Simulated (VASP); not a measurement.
# TiS2 (P-3m1) in VASP: electric field gradients with PBE

Aim: the electric field gradients of TiS2 with PBE.

All numbers are computed with VASP 6.6.1; they aren't measurements. Logs are shortened: lines on timing, memory, paths and dates and some standing lists are left out, and cuts for length are marked.

## Step 1: The crystal as given

The structure is trigonal, space group P-3m1 (No. 164). Conventional cell: a = 3.412 Å, b = 3.412 Å, c = 5.695 Å, α = 90.00°, β = 90.00°, γ = 120.00°. Ti (site symmetry -3m) has 6 S at 2.43 Å as nearest neighbours. Around S (site symmetry 3m) lie 3 Ti at 2.43 Å.

## Step 2: Electric field gradients, PBE

Contents of INCAR:

```
SYSTEM = TiS2
ALGO     = Fast           ! electronic algorithm
EDIFF    = 1E-8           ! SCF threshold, eV
ENCUT    = 520            ! plane-wave cutoff, eV
GGA      = PE             ! functional
ISIF     = 2              ! what is computed and relaxed
ISMEAR   = -1             ! smearing method
LASPH    = .True.         ! aspherical terms in the spheres
LCHARG   = .False.        ! write CHGCAR
LEFG     = .True.       
LREAL    = .False.        ! projectors in reciprocal space
LWAVE    = .False.        ! write WAVECAR
NBANDS   = 19             ! bands
NELM     = 100            ! most SCF steps
PREC     = Accurate       ! precision mode
SIGMA    = 0.05           ! smearing width, eV
```

Contents of KPOINTS:

```
k-points
0
Gamma
  14 14 7
  0 0 0
```

Contents of POSCAR:

```
TiS2
1.0
    3.4120005726      0.0000000000      0.0000000000
   -1.7060002863      2.9548791736      0.0000000000
    0.0000000000      0.0000000000      5.6950000000
Ti S
1 2
Direct
    0.0000000000      0.0000000000      0.0000000000
    0.3333333333      0.6666666667      0.2500000000
    0.6666666667      0.3333333333      0.7500000000
```

Potentials or basis: VASP PAW PBE potentials, release 64 (Ti_sv, S).

Run with:

```console
$ cat potpaw_PBE.64/Ti_sv/POTCAR potpaw_PBE.64/S/POTCAR > POTCAR
$ mpirun -np 1 vasp_std > vasp.out
```

OUTCAR:

```text
SYSTEM = TiS2
   EDIFF = 1E-8
   ENCUT = 520
   GGA = PE
   ISIF = 2
   ISMEAR = -1
   LASPH = .True.
   LREAL = .False.
   NELM = 100
   PREC = Accurate

 ion  position               nearest neighbor table
   1  0.000  0.000  0.000-   2 2.43   3 2.43   3 2.43   2 2.43   3 2.43   2 2.43
   2  0.333  0.667  0.250-   1 2.43   1 2.43   1 2.43
   3  0.667  0.333  0.750-   1 2.43   1 2.43   1 2.43

  LATTYP: Found a hexagonal cell.
 ALAT       =     3.4120005726
 C/A-ratio  =     1.6691087469

  Lattice vectors:

 A1 = (   3.4120005726,   0.0000000000,   0.0000000000)
 A2 = (  -1.7060002863,   2.9548791736,   0.0000000000)
 A3 = (   0.0000000000,   0.0000000000,   5.6950000000)

Analysis of symmetry for initial positions (statically):
=====================================================================
 Subroutine PRICEL returns:
 Original cell was already a primitive cell.

 Routine SETGRP: Setting up the symmetry group for a
 hexagonal supercell.

 Subroutine GETGRP returns: Found 12 space group operations
 (whereof 12 operations were pure point group operations)
 out of a pool of 24 trial point group operations.

The static configuration has the point symmetry D_3d.

Analysis of symmetry for dynamics (positions and initial velocities):
=====================================================================
 Subroutine PRICEL returns:
 Original cell was already a primitive cell.

 Routine SETGRP: Setting up the symmetry group for a
 hexagonal supercell.

 Subroutine GETGRP returns: Found 12 space group operations
 (whereof 12 operations were pure point group operations)
 out of a pool of 24 trial point group operations.

The dynamic configuration has the point symmetry D_3d.

 Subroutine INISYM returns: Found 12 space group operations
 (whereof 12 operations are pure point group operations),
 and found     1 'primitive' translations

----------------------------------------------------------------------------------------

                                     Primitive cell

  volume of cell :      57.4173

  direct lattice vectors                    reciprocal lattice vectors
     3.412000573  0.000000000  0.000000000     0.293083186  0.169211657  0.000000000
    -1.706000286  2.954879174  0.000000000     0.000000000  0.338423313  0.000000000
     0.000000000  0.000000000  5.695000000     0.000000000  0.000000000  0.175592625

  length of vectors
     3.412000573  3.412000573  5.695000000     0.338423313  0.338423313  0.175592625

  position of ions in fractional coordinates (direct lattice)
     0.000000000  0.000000000  0.000000000
     0.333333333  0.666666667  0.250000000
     0.666666667  0.333333333  0.750000000

  ion indices of the primitive-cell ions
   primitive index   ion index
                 1           1
                 2           2
                 3           3

----------------------------------------------------------------------------------------

 KPOINTS: k-points

Automatic generation of k-mesh.
 Grid dimensions read from file:
 generate k-points for:   14   14    7

 Generating k-lattice:

  Cartesian coordinates                     Fractional coordinates (reciprocal lattice)
     0.020934513  0.012086547  0.000000000     0.071428571  0.000000000  0.000000000
     0.000000000  0.024173094  0.000000000     0.000000000  0.071428571  0.000000000
     0.000000000  0.000000000  0.025084661     0.000000000  0.000000000  0.142857143

  Length of vectors
     0.024173094  0.024173094  0.025084661

  Shift w.r.t. Gamma in fractional coordinates (k-lattice)
     0.000000000  0.000000000  0.000000000

 Subroutine IBZKPT returns following result:
 ===========================================

 Found    144 irreducible k-points:

 Following reciprocal coordinates:
            Coordinates               Weight
  0.000000  0.000000  0.000000      1.000000
  0.071429 -0.000000  0.000000      6.000000
  0.142857  0.000000  0.000000      6.000000
  0.214286 -0.000000  0.000000      6.000000
  0.285714 -0.000000  0.000000      6.000000
  0.357143 -0.000000  0.000000      6.000000
[... 16 lines left out ...]
  0.285714  0.285714  0.000000      6.000000
  0.357143  0.285714  0.000000      6.000000
 [... further k-points ...]
   k-points           NKPTS =    144   k-points in BZ     NKDIM =    144   number of bands    NBANDS=     19
   number of dos      NEDOS =    301   number of ions     NIONS =      3
   total plane-waves  NPLWV =  32928
   dimension x,y,z NGX =    28 NGY =   28 NGZ =   42
   dimension x,y,z NGXF=    56 NGYF=   56 NGZF=   84
   ions per type =               1   2
   NGX,Y,Z   is equivalent  to a cutoff of  13.64, 13.64, 12.26 a.u.
   NGXF,Y,Z  is equivalent  to a cutoff of  27.29, 27.29, 24.52 a.u.
 SYSTEM =  TiS2
   PREC   = accura    normal or accurate (medium, high low for compatibility)
   ISTART =      0    job   : 0-new  1-cont  2-samecut
   ICHARG =      2    charge: 1-file 2-atom 10-const
   ISPIN  =      1    spin polarized calculation?
   LNONCOLLINEAR =      F non collinear calculations
   LSORBIT =      F    spin-orbit coupling
   LASPH  =      T    aspherical Exc in radial PAW
   ENCUT  =  520.0 eV  38.22 Ry    6.18 a.u.   6.34  6.34 10.59*2*pi/ulx,y,z
   NELM   =    100;   NELMIN=  2; NELMDL= -5     # of ELM steps
   EDIFF  = 0.1E-07   stopping-criterion for ELM
   LREAL  =      F    real-space projection
   EDIFFG = 0.1E-06   stopping-criterion for IOM
   NSW    =      0    number of steps for IOM
   IBRION =     -1    ionic relax: 0-MD 1-quasi-New 2-CG
   NFREE  =      0    steps in history (QN), initial steepest desc. (CG)
   ISIF   =      2    stress and relaxation
   ISYM   =      2    0-nonsym 1-usesym 2-fastsym
   POTIM  = 0.5000    time-step for ionic-motion
   TEBEG  =    0.0;   TEEND  =   0.0 temperature during run
   PSTRESS=    0.0 pullay stress
   NELECT =      24.0000    total number of electrons
   NUPDOWN=      -1.0000    fix difference up-down
   EMIN   =  10.00;   EMAX   =-10.00  energy-range for DOS
   EFERMI =   0.00;   METHOD = LEGACY
   ISMEAR =    -1;   SIGMA  =   0.05  broadening in eV -4-tet -1-fermi 0-gaus
   EFERMI_NEDOS =   21; number of points for ismear=-14 and -15
   IALGO  =     68    algorithm
   IMIX   =      4    mixing-type and parameters
     AMIX     =   0.40;   BMIX     =  1.00
     AMIX_MAG =   1.60;   BMIX_MAG =  1.00
  volume/ion in A,a.u.               =      19.14       129.16
  Fermi-wavevector in a.u.,A,eV,Ry     =   1.224046  2.313111 20.385453  1.498289
  Thomas-Fermi vector in A             =   2.359135
   LORBIT       =      0    0 simple, 1 ext, 2 COOP (PROOUT), +10 PAW based schemes
   GGA     = PE    functional components
   LHFCALC =     F    Hartree Fock is set to
   AEXX    =    0.0000 exact exchange contribution
   IVDW    =     0    specifies the selected vdW correction
   LEPSILON=     F    determine dielectric tensor
   LRPA    =     F    only Hartree local field effects (RPA)
 non-spin polarized calculation
 RMM-DIIS sequential band-by-band and
  energy-cutoff  :      520.00
  volume of cell :       57.42
 maximum number of plane-waves:      1572
 NGX is ok and might be reduce to    28
   NGX = 13   NGY = 13   NGZ = 21

 number of electron      23.9999999 magnetization

 Free energy of the ion-electron system (eV)
  ---------------------------------------------------
  ext. energy  EPLUGINS =         0.00000000
  ---------------------------------------------------
  free energy    TOTEN  =       -19.93067668 eV

  energy without entropy =      -19.92734788  energy(sigma->0) =      -19.92901228

 E-fermi :   5.4160     XC(G=0): -10.0956

 val. band max:        5.4147703173   @ k =   0.0000   0.4286   0.4286
 cond. band min:       5.4673414187   @ k =   0.0000   0.0000   0.1429
 fundamental gap:      0.0525711013
 Fermi energy:         5.4160224455

 k-point     1 :       0.0000    0.0000    0.0000
  band No.  band energies     occupation
      1     -52.2382      2.00000
      2     -28.4601      2.00000
      3     -28.4163      2.00000
      4     -28.4163      2.00000
      5      -8.3120      2.00000
      6      -6.6362      2.00000
[... 11 lines left out ...]
     18      11.5090      0.00000
     19      12.2989      0.00000
[... 489 lines left out ...]
      3     -28.4936      2.00000
      4     -28.4320      2.00000
      5      -6.4581      2.00000
      6      -6.4336      2.00000
[... 11 lines left out ...]
     18      12.0733      0.00000
     19      14.7463      0.00000

 [... further k-points ...]

------------------------ aborting loop because EDIFF is reached ----------------------------------------

  FORCE on cell =-STRESS in cart. coord.  units (eV):
  Direction    XX          YY          ZZ          XY          YZ          ZX
  --------------------------------------------------------------------------------------
  -------------------------------------------------------------------------------------
  Total        0.0076188      0.0076188      0.3619688      0.0000000     -0.0000000      0.0000000
  in kB        0.2125955      0.2125955     10.1004147      0.0000000     -0.0000000      0.0000000
  external PRESSURE =       3.5085352 kB  Pullay stress =       0.0000000 kB

 VOLUME and BASIS-vectors are now :
 -----------------------------------------------------------------------------
  energy-cutoff  :      520.00
  volume of cell :       57.42
      direct lattice vectors                 reciprocal lattice vectors
     3.412000573  0.000000000  0.000000000     0.293083186  0.169211657  0.000000000
    -1.706000286  2.954879174  0.000000000     0.000000000  0.338423313  0.000000000
     0.000000000  0.000000000  5.695000000     0.000000000  0.000000000  0.175592625

 POSITION                                       TOTAL-FORCE (eV/Angst)
 -----------------------------------------------------------------------------------
      0.00000      0.00000      0.00000         0.000000      0.000000     -0.000000
     -0.00000      1.96992      1.42375         0.000000     -0.000000     -0.136841
      1.70600      0.98496      4.27125        -0.000000      0.000000      0.136841
 -----------------------------------------------------------------------------------
    total drift:                               -0.000000     -0.000000     -0.000000

  FREE ENERGIE OF THE ION-ELECTRON SYSTEM (eV)
  ---------------------------------------------------
  free  energy   TOTEN  =       -19.9306766758 eV

  energy  without entropy=      -19.9273478808  energy(sigma->0) =      -19.92901228

 Electric field gradients (V/A^2)
---------------------------------------------------------------------
 ion       V_xx      V_yy      V_zz      V_xy      V_xz      V_yz
---------------------------------------------------------------------
   1       9.627     9.627   -19.254     0.000     0.000    -0.000
   2       5.286     5.286   -10.572    -0.000    -0.000     0.000
   3       5.286     5.286   -10.572    -0.000    -0.000     0.000
---------------------------------------------------------------------

 Electric field gradients after diagonalization (V/A^2)
 (convention: |V_zz| > |V_xx| > |V_yy|)
----------------------------------------------------------------------
 ion       V_xx      V_yy      V_zz     asymmetry (V_yy - V_xx)/ V_zz
----------------------------------------------------------------------
   1       9.628     9.627   -19.254       0.000
   2       5.286     5.286   -10.572       0.000
   3       5.286     5.286   -10.572       0.000
----------------------------------------------------------------------

           NMR quadrupolar parameters

 Cq : quadrupolar parameter    Cq=e*Q*V_zz/h
 eta: asymmetry parameters     (V_yy - V_xx)/ V_zz
 Q  : nuclear electric quadrupole moment in mb (millibarn)
----------------------------------------------------------------------
 ion       Cq(MHz)       eta       Q (mb)
----------------------------------------------------------------------
   1      -0.047       0.000       1.000
   2      -0.026       0.000       1.000
   3      -0.026       0.000       1.000
----------------------------------------------------------------------
```

Wall time 7.5 min (1 thread of Intel Xeon Platinum 8488C (Sapphire Rapids), shared host); peak memory 0.28 GiB.

What came out:

| Item | Value |
| --- | --- |
| Free energy | -19.9307 eV |
| Pressure | 0.4 GPa |
| Largest force | 0.137 eV/Å |
| Band gap on the k mesh | none (metal or under the smearing width) |

Forces in eV/Å, atoms in the order of the input:
```
Ti   0.000  0.000  0.000
S    0.000  0.000 -0.137
S    0.000  0.000  0.137
```

Stress tensor (GPa, compression positive):
```
0.02 0.00 0.00
0.00 0.02 0.00
0.00 0.00 1.01
```

Levels at points of the mesh, in eV from the Fermi level:
```tsv
k point	band 8	band 9	band 10	band 11	band 12	band 13	band 14	band 15	band 16	band 17
(0.00, 0.00, 0.00)	-2.75	-2.75	-0.01	0.09	0.09	0.50	0.50	0.92	3.45	3.45
(0.50, 0.00, 0.00)	-3.69	-2.89	-2.63	-2.61	-1.57	0.22	1.53	1.93	3.68	3.82
```

Electric field gradients, principal values (V/Å²):
```csv
atom,Vxx,Vyy,Vzz
1 Ti,9.627,9.628,-19.254
2 S,5.286,5.286,-10.572
3 S,5.286,5.286,-10.572
```
